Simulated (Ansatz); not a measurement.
# Quasiparticle gap of Ga3AsP2 (zincblende [001] superlattice)

How far does one-shot GW move the PBEsol gap of Ga3AsP2 (zincblende [001] superlattice)?

Main program and level: Ansatz 0.2.0; PBEsol, then G0W0 on it, plane waves, PAW.

## Step 1: Starting point

The cell holds 12 atoms: 6 Ga, 2 As and 4 P. Cell: a = 3.900 Å, b = 3.900 Å, c = 16.510 Å, α = 90.0°, β = 90.0°, γ = 90.0°. It derives from GaAs. Regions: GaAs, 4 atoms (2 Ga and 2 As); GaP, 8 atoms (4 Ga and 4 P). The structure's axis is c.

The structure was relaxed with PBEsol. The runs that relaxed it are not among those shown.

The logs state that the PAW files were generated under PBE.

## Step 2: The PBEsol band structure

Levels along a band path and on the mesh show where this functional puts the band edges.

This step: DFT, PBEsol, plane waves, PAW; PAW set soft_1.

Input file input.yaml:

```yaml
crystal:
  lattice:
    - [3.9000961645, 0.0, 0.0]
    - [0.0, 3.9000961645, 0.0]
    - [0.0, 0.0, 16.5097913006]
  atoms:
    - { symbol: Ga, position: [0.0, 0.0, 0.0406770084] }
    - { symbol: As, position: [0.5, 0.0, 0.1281726223] }
    - { symbol: Ga, position: [0.5, 0.5, 0.215535208] }
    - { symbol: As, position: [0.0, 0.5, 0.3028977937] }
    - { symbol: Ga, position: [0.0, 0.0, 0.3903934076] }
    - { symbol: P, position: [0.5, 0.0, 0.4716572027] }
    - { symbol: Ga, position: [0.5, 0.5, 0.5530310174] }
    - { symbol: P, position: [0.0, 0.5, 0.6342792214] }
    - { symbol: Ga, position: [0.0, 0.0, 0.715535208] }
    - { symbol: P, position: [0.5, 0.0, 0.7967911945] }
    - { symbol: Ga, position: [0.5, 0.5, 0.8780393986] }
    - { symbol: P, position: [0.0, 0.5, 0.9594132133] }
kpoints:
  mp_grid: { grid: [6, 6, 2] }
  band_path:
    path:
      - [[0.0, 0.0, 0.0], [0.0, 0.5, 0.0], [0.5, 0.5, 0.0], [0.0, 0.0, 0.0], [0.0, 0.0, 0.5], [0.0, 0.5, 0.5], [0.5, 0.5, 0.5], [0.0, 0.0, 0.5]]
      - [[0.0, 0.5, 0.0], [0.0, 0.5, 0.5]]
      - [[0.5, 0.5, 0.0], [0.5, 0.5, 0.5]]
    npoints: 10
hamiltonian:
  xc: pbesol
  pseudopotentials: { kind: paw, azcp: { folder: soft_1 }, xc_functional: pbe }
scf:
  occupations: { method: fermi_dirac, width: 0.02 }
  n_extra_bands: 8
output:
  eigenvalues: true
  write_density: true
  write_potential: true
  elf: true
  volumetric_format: npy
```

Command:

```bash
$ ansatz run input.yaml --threads 2 --pin off --max-ram 73728MiB --backend cuda --events-out ev --progress --plain --runs-dir out --devices 1 --max-vram 13GiB
```

Numbers of over 12 decimals in the logs are rounded to 6 here.

The log of the run:

```text
scf.n_extra_bands = 8 over 64 filled bands (N_el = 128.0): the run solves 72 bands
GPUs: using 1 of 1 available (devices: 1).
Engine: ansatz 0.2.0, x86_64-unknown-linux-gnu
Pseudopotentials: kind: paw
Pseudopotential: Ga, paw, valence charge 13, recommended cutoff 420 eV (normal), soft_1/Ga.paw.azcp
Pseudopotential: As, paw, valence charge 15, recommended cutoff 420 eV (normal), soft_1/As.paw.azcp
Pseudopotential: P, paw, valence charge 5, recommended cutoff 420 eV (normal), soft_1/P.paw.azcp
Functional definition: PBEsol
  exchange = pbesol_x
  correlation = pbesol_c
device memory: the entry about to start is reckoned to put 4.1 GiB on a device that reports 24.8 GiB free (of which the cap on the GPU budget leaves the run 13.0 GiB)
GPU FFT provider: cuFFT
GPU libraries: cuBLAS 13.8.2, cuFFT 12.4.0, cuSOLVER 12.3.4
Crystal: 12 atoms, lattice volume = 251.126 Å³
Basis set: ecut = 420 eV, 4943 PW (Γ)
Bands: 72, of which v1, the nominal top of the filled ones, is band 64 counted from 1 (63 counted from 0)
Symmetry: 8 space group operations
Space group: P-4m2 (ITA 115), of the structure as read, at distance tolerance 6.3e-5 Å
k-points: 20 of 72
Non-local potential: Ga, projectors of the file, l = 0: 2, l = 1: 2, l = 2: 3, l = 3: 1
Non-local potential: As, projectors of the file, l = 0: 2, l = 1: 2, l = 2: 3, l = 3: 1
Non-local potential: P, projectors of the file, l = 0: 2, l = 1: 2, l = 2: 1
PAW form: soft (Blöchl's): semilocal exchange-correlation on the pseudo side does not see the compensation charge
PAW frozen core: Ga, regenerated for the run's functional, and the local potential with it (the file was generated under x = pbe(κ = 0.804, μ = 0.219515), c = pbe(β = 0.066725))
PAW frozen core: As, regenerated for the run's functional, and the local potential with it (the file was generated under x = pbe(κ = 0.804, μ = 0.219515), c = pbe(β = 0.066725))
PAW frozen core: P, regenerated for the run's functional, and the local potential with it (the file was generated under x = pbe(κ = 0.804, μ = 0.219515), c = pbe(β = 0.066725))
PAW one-centre angular grid: Ga, 590 points (default); XC on 64 Gauss nodes
PAW one-centre angular grid: As, 590 points (default); XC on 64 Gauss nodes
PAW one-centre angular grid: P, 110 points (default); XC on 64 Gauss nodes
Initial density: superposition of atomic densities (chi_scale 0.1, normalization cell, long waves kept (reshape's long-wave potential 0.70 eV rms))
Initial wavefunctions: pseudopotential atomic-orbital guess
GPU buffer pool allocated for 87480 grid points (all kernels)
GPU transforms: local potential and band sums: pruned to the plane-wave sphere, on 25×27×120
Functional: x = pbesol(κ = 0.804, μ = 0.123457), c = pbesol(β = 0.046)
SCF iter   1: F=—  HF=-35051.213273 eV  |F-HF|=—  |Δ(HF+E_count)|=         —  Δρ=4.52e-2  dr2=7.07e0  ethr=3.10e-3  ⟨swp⟩=7.5  Hψ=5911  notcnv=0
preconditioner: auto → Resta (q_TF=auto, 2.438 Å⁻¹)  ε∞=4.4  [insulator: Δε(μ)=0.270 eV  Ē_g=13.176 eV  σ=0.020 eV  W_gap=1.00  n_scr=68 (ndim 8)  ℏωp=24.4 eV  f_vac=0.000  D(μ)=0.01/eV (n_scr^D=0)  ε∞_Penn≈4.4]
SCF iter   2: F=—  HF=-35050.116830 eV  |F-HF|=—  |Δ(HF+E_count)|=    1.10e0  Δρ=2.56e-2  dr2=1.12e0  ethr=3.10e-3  ⟨swp⟩=3.0  Hψ=1939  notcnv=0  defer=51
SCF iter   3: F=—  HF=-35049.899782 eV  |F-HF|=—  |Δ(HF+E_count)|=   2.17e-1  Δρ=7.92e-3  dr2=2.02e-1  ethr=8.77e-4  ⟨swp⟩=2.0  Hψ=1823  notcnv=0  defer=58
SCF iter   4: F=—  HF=-35049.869317 eV  |F-HF|=—  |Δ(HF+E_count)|=   3.05e-2  Δρ=1.88e-3  dr2=1.25e-2  ethr=1.57e-4  ⟨swp⟩=3.5  Hψ=2855  notcnv=0  defer=58
SCF iter   5: F=—  HF=-35049.866874 eV  |F-HF|=—  |Δ(HF+E_count)|=   2.44e-3  Δρ=1.22e-3  dr2=2.95e-3  ethr=9.74e-6  ⟨swp⟩=2.5  Hψ=2888  notcnv=0  defer=60
SCF iter   6: F=—  HF=-35049.867985 eV  |F-HF|=—  |Δ(HF+E_count)|=   1.11e-3  Δρ=3.88e-4  dr2=4.42e-4  ethr=2.31e-6  ⟨swp⟩=2.0  Hψ=2523  notcnv=0  defer=60
SCF iter   7: F=—  HF=-35049.868109 eV  |F-HF|=—  |Δ(HF+E_count)|=   1.23e-4  Δρ=9.89e-5  dr2=2.78e-5  ethr=3.45e-7  ⟨swp⟩=2.0  Hψ=2660  notcnv=0  defer=60
SCF iter   8: F=—  HF=-35049.868493 eV  |F-HF|=—  |Δ(HF+E_count)|=   3.84e-4  Δρ=3.74e-5  dr2=2.17e-6  ethr=2.17e-8  ⟨swp⟩=2.0  Hψ=2702  notcnv=0  defer=60
SCF iter   9: F=—  HF=-35049.868500 eV  |F-HF|=—  |Δ(HF+E_count)|=   7.38e-6  Δρ=1.29e-5  dr2=3.67e-7  ethr=1.70e-9  ⟨swp⟩=2.0  Hψ=2460  notcnv=0  defer=60
SCF iter  10: F=-35049.868501 eV  HF=-35049.868501 eV  |F-HF|=4.44e-8  |Δ(HF+E_count)|=   3.83e-7  Δρ=4.15e-6  dr2=3.43e-8  ethr=7.81e-11  ⟨swp⟩=11.8  Hψ=5782  notcnv=0
SCF 1 converged in 10 iterations: F = -35049.868501 eV  dr2 = 3.43e-8
  greatest PAW one-centre occupation: 0.999 electrons in one spin orbital (limit 2), on the As atom at site 3 (counted from 0), in its partial waves of l = 2
device memory: the entry about to start is reckoned to put 3.4 GiB on a device that reports 39.2 GiB free (of which the cap on the GPU budget leaves the run 13.0 GiB)
NSCF: frozen V_eff on 93 k-points
SCF converged after 10 iterations
Free energy (F): -35049.868501 eV
Harris-Foulkes:  -35049.868501 eV  (|F-HF|=4.44e-8)
Internal energy: -35049.868501 eV  (E = F + TS)
E sigma→0 (E₀):  -35049.868501 eV
Fermi energy:    8.007010 eV
--- Per-component energies (eV) ---
  E_band       = -886.994064
  E_kinetic    = 1142.899274
  E_local      = -16314.108311  (includes V_loc(G=0)·N_el)
  E_nonlocal   = -1204.906833
  E_hartree    = 9460.674401
  E_xc         = -806.413142
  E_vxc        = -729.204137  (∫ρ·V_xc dr)
  E_paw        = -17829.306113  (= ΣΔE_a)
  E_vpaw       = -2703.033897  (= ΣTr[D̂ρ^β])
  E_aug_tail   = -0.001268  (compensation charges beyond the density's cutoff)
  E_ewald      = -9506.001628
  E_core_change = 7.295120  (= ΣΔE_core)
  E_smearing   = -0.000000  (= −TS)
  E_closure    = 0.000000  (closes the sum)
  Σ components = -35049.868501   (vs F -35049.868501, Δ=0.00e0)
--- Band table (eV; the first three rows and the last of 20) ---
  k-point 0: bands = [... 60 lower, 6.3495, 7.3256, 7.3820, 7.3820, 8.6350, 8.6786, 8.7300, 8.8966, ... 4 higher]
  k-point 1: bands = [... 60 lower, 6.8515, 6.8515, 7.1777, 7.1777, 8.6448, 8.6562, 9.1562, 9.2735, ... 4 higher]
  k-point 2: bands = [... 60 lower, 6.4318, 6.5189, 6.6406, 7.2838, 8.9911, 9.4071, 9.6017, 9.6766, ... 4 higher]
  k-point 19: bands = [... 60 lower, 4.3681, 4.4156, 4.4676, 4.4676, 9.2452, 9.2452, 9.4115, 9.4115, ... 4 higher]
```

Run time: 7.5 s. Hardware: 1 × NVIDIA H100 80GB HBM3 (shared by 6 runs) with 2 threads of AMD EPYC 7R13 (Zen 3), shared host; peak memory 1.1 GiB; 6.9 s of CPU time.

Numbers from this step:

- filled bands: 64
- gap: 1.253 eV
- valence top at: Γ
- conduction bottom at: Γ
- least direct gap: 1.253 eV

Over mesh and path the gap is 1.253 eV, direct, at k = Γ.

The electronic bands at the labelled points (eV, zero at the top of the highest nominally filled band):

```tsv
point	band 61	band 62	band 63	band 64	band 65	band 66	band 67	band 68
Γ	-1.03	-0.06	0.00	0.00	1.25	1.30	1.35	1.51
halfway	-0.97	-0.88	-0.83	-0.23	1.81	1.85	1.91	2.29
X	-1.43	-1.42	-0.84	-0.82	1.85	1.85	1.92	1.92
halfway	-2.06	-2.06	-2.00	-2.00	2.35	2.36	2.54	2.57
M	-2.76	-2.76	-2.75	-2.75	1.40	1.40	1.62	1.62
halfway	-1.76	-1.74	-1.22	-1.20	1.97	3.02	3.05	3.30
Γ	-1.03	-0.06	0.00	0.00	1.25	1.30	1.35	1.51
halfway	-0.74	-0.40	-0.08	-0.08	1.28	1.30	1.58	1.64
Z	-0.53	-0.53	-0.20	-0.20	1.26	1.27	1.77	1.89
halfway	-0.94	-0.90	-0.68	-0.30	1.88	2.00	2.06	2.14
R	-1.19	-1.19	-0.84	-0.82	1.30	1.30	2.56	2.57
halfway	-2.23	-2.21	-2.02	-2.01	2.15	2.16	2.28	2.28
A	-3.01	-2.97	-2.91	-2.91	1.86	1.86	2.03	2.03
halfway	-1.55	-1.54	-1.27	-1.26	2.55	2.56	2.86	2.90
Z	-0.53	-0.53	-0.20	-0.20	1.26	1.27	1.77	1.89
jump to X	-1.43	-1.42	-0.84	-0.82	1.85	1.85	1.92	1.92
halfway	-1.38	-1.38	-0.84	-0.82	1.48	1.48	2.32	2.32
R	-1.19	-1.19	-0.84	-0.82	1.30	1.30	2.56	2.57
jump to M	-2.76	-2.76	-2.75	-2.75	1.40	1.40	1.62	1.62
halfway	-2.83	-2.83	-2.81	-2.81	1.54	1.54	1.77	1.77
A	-3.01	-2.97	-2.91	-2.91	1.86	1.86	2.03	2.03
```

Electrostatic potential energy in the ca plane at fractional y = 0.000, with atoms of Ga and As and P within 0.2 Å of it. With pseudopotentials it is smooth inside the atoms' cores, unlike the true potential.

Values in eV, 6 rows by 16 columns, each cell a mean:
```
 17   5   9  11  11   5  19   5  11  11   4  20   4  10  11   7
  3  -1  -2  10  11   8   2  -7   6  11   9   2  -5   2  11  10
  9   2  10   7  11  11   3 -33  -8  11  11   7 -29 -17  10  11
  9   0   3   8  11  10   4 -29  -5  11  11   7 -24 -13  10  11
  2   0   3  11  11   5   1   1   8  11   7   2   1   7  11   9
 24   8  10  11  11   6  27   5  11  11   4  29   5  11  11   6
```
Columns run along c (16.5 Å; values clipped at the 3rd and 97th percentile), rows up along a (3.9 Å). Atoms in or near the plane, at fractional coordinates: Ga at (0.04, 0.00), As at (0.13, 0.50), Ga at (0.39, 0.00), P at (0.47, 0.50), Ga at (0.72, 0.00), P at (0.80, 0.50).

Valence density in the ca plane at fractional y = 0.000, with atoms of Ga and As and P within 0.2 Å of it. It is the smooth field of the valence electrons, not physical close to the nuclei.

Ten steps, logarithmic in the rise over the least value, from '0' (0 e/Å³) to '9' (38 e/Å³), each cell a mean:
```
37841000000000026862100000000158731000000001
13321100000000012321100000000023211100000000
01112211000000000112211000000001112110000000
00113652100000000012211100000000122111000000
00126994100000000012001100000000121011100000
00115874100000000012111100000000121111100000
00112331100000000112221100000000122211000000
11111110000000001111110000000011111110000000
25531000000000014641100000000135521000000001
49951000000000137972000000000269831000000001
```
Columns run along c (16.5 Å), rows up along a (3.9 Å). Atoms in or near the plane, at fractional coordinates: Ga at (0.04, 0.00), As at (0.13, 0.50), Ga at (0.39, 0.00), P at (0.47, 0.50), Ga at (0.72, 0.00), P at (0.80, 0.50).

[end of part 1 of 2]

[Paths, hosts, dates, memory and timing lines, banners, echoed tables and standing remarks are left out of the program output.]

[Logs are printed without paths, hosts, clocks, repeated set-up lines and the standing remarks that a program may print on its own settings, such as how far it seeks lower states.]

[Runs of the session that timed out or met a known fault of the program may be left out.]

[Cells called generated may have been cut or substituted from an entry of the Crystallography Open Database or the Materials Project.]

[Hosts, paths, dates, database ids (printed as entryN), source tags and the programs' standing remarks are cut or masked in the printed files.]

[Where an RPA ε∞ is given, it is that of the G0W0 mesh and is not shown converged in it. Names of k-points follow the symmetry that the program found, which can be lower than the space group named. Band edges on a path are those of the sampled points; other points can move an edge, and change direct to indirect where valleys lie close.]

[Hybrid gaps are those of their k-mesh and are not shown converged in it.]
